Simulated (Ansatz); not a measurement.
# Antimony, hcp under RPBE: structure, energy and stiffness

The plan for antimony in the hcp structure: relax it, solve it on a dense k-mesh, then scale the cell to 7 volumes from 88 to 112 % of the relaxed one and try a fit of the equation of state. Spin polarisation is left out. The k-meshes are 11×11×6 for the relaxation; 18×18×9 for the dense run; 12×12×7 for the volumes.

Computed with Ansatz 0.2.0 (DFT RPBE, plane waves (420 eV) with PAW, scalar-relativistic; PBE-made PAW files, unless a step says otherwise).

## 1. The structure to begin with

Symmetry: P6_3/mmc, No. 194, hexagonal system. The conventional cell has a = 3.375 Å, b = 3.375 Å, c = 5.511 Å, α = 90.00°, β = 90.00°, γ = 120.00°. Around Sb (site symmetry -6m2) lie 12 Sb at 3.37 Å.

Structure file:

```cif
data_structure
_symmetry_space_group_name_H-M 'P6_3/mmc'
_symmetry_Int_Tables_number 194
_cell_length_a 3.3750
_cell_length_b 3.3750
_cell_length_c 5.5113
_cell_angle_alpha 90.000
_cell_angle_beta 90.000
_cell_angle_gamma 120.000
_cell_volume 54.37
loop_
_atom_site_label
_atom_site_type_symbol
_atom_site_symmetry_multiplicity
_atom_site_Wyckoff_symbol
_atom_site_fract_x
_atom_site_fract_y
_atom_site_fract_z
_atom_site_occupancy
Sb1 Sb 2 c 0.33333 0.66667 0.25000 1
```

## 2. Relaxing cell and atoms

input.yaml

```yaml
crystal:
  lattice:
    - [3.3749600568, 0.0, 0.0]
    - [-1.6874800284, 2.922801146, 0.0]
    - [0.0, 0.0, 5.5113097728]
  atoms:
    - { symbol: Sb, position: [0.3333333333, 0.6666666667, 0.25] }
    - { symbol: Sb, position: [0.6666666667, 0.3333333333, 0.75] }
hamiltonian:
  xc: rpbe
  pseudopotentials:
    kind: paw
    azcp:
      Sb: "pseudopotentials/Sb.paw.azcp"
basis:
  ecutwfc: 420
  fft_grid_basis: typed
kpoints:
  mp_grid: { grid: [11, 11, 6], shift: [0, 0, 0] }
magnetization:
  spin_polarized: false
scf:
  occupations: { method: fermi_dirac, width: 0.1 }
relax:
  max_steps: 60
  f_tol: 0.01
  cell: {}
output:
  write_density: true
  write_potential: true
  elf: true
  volumetric_format: npy
```

The runs that follow: The energy on a finer k-mesh; Equation of state: 88 %; Equation of state: 92 %; Equation of state: 96 %; Equation of state: 100 %; Equation of state: 104 %; Equation of state: 108 %; Equation of state: 112 %.

What does the calculation give? Wanted: space group; conventional cell; volume; shortest distance; gap on the mesh; relative to A7 rhombohedral; V₀, B₀, B₀′.

As calculated:

```
                      quantity                                   value
space group (spins left aside)                      P6_3/mmc (No. 194)
             conventional cell  a = 3.392 Å, c = 5.626 Å (c/a = 1.658)
                        volume                          28.036 Å³/atom
             shortest distance                                 3.392 Å
               gap on the mesh            none (levels filled in part)
   relative to A7 rhombohedral                           +308 meV/atom
                   V₀, B₀, B₀′             28.110 Å³/atom, 54 GPa, 4.4
```

In words: The relaxation enlarged the cell by 3.1 % in volume. Against the reference form of antimony (A7 rhombohedral, computed apart with the same settings) it stands 308 meV/atom higher. Levels at the Fermi energy are filled in part, as in a metal. The fitted modulus is 54 GPa; letting shape and positions relax at each volume could only lower it. The symmetry was held, so the structure may be unstable against distortions that break it.
